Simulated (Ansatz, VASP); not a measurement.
**Co in VASP and in Ansatz**

```xyz
4
Lattice="2.4706 0.0000 0.0000 -1.2353 2.1396 0.0000 0.0000 0.0000 8.0882" Properties=species:S:1:pos:R:3 pbc="T T T"
Co    1.2353    0.7132    6.0662
Co    0.0000    0.0000    4.0441
Co    0.0000    1.4264    2.0221
Co    0.0000    0.0000    0.0000
```

Alike in both runs: task single point; functional PBEsol; k mesh 12 × 12 × 4; occupations fermi-dirac, width 0.05 eV; no spin polarisation.

|  | VASP | Ansatz |
| --- | --- | --- |
| version | VASP 6.6.1 | Ansatz 0.2.0 |
| potentials or method | VASP PAW PBE potentials, release 64 (Co) | Ansatz PAW |
| plane-wave cutoff (eV) | 520 | 420 |
| valence electrons in the cell | 36 | 68 |

VASP gave:

```
gap on the k mesh at the Fermi level (eV)       : none
pressure (GPa)                                  : -19.1
largest component of the traceless stress (GPa) : 0.99
```

Q: Which values does Ansatz return?

A: gap on the k mesh at the Fermi level (eV): none; pressure (GPa): -18.6; largest component of the traceless stress (GPa): 1.02.

A gap of «none» marks a metal or a gap that the smearing closes. The two sets of potentials don't hold the same shells in valence.

Caveats: the run has no spin polarisation, though such a crystal can be magnetic; so large a pressure means that the cell lies far from this level's equilibrium, or that cutoff or potentials fall short (VASP); the potentials were made for another functional, which shifts forces and pressure (VASP); the PAW data sets come from PBE, with cores solved anew for the run's functional, which leaves a small shift of forces and pressure (Ansatz). Spin polarisation is off, so any magnetic state and its effect on volume and gap are missing.
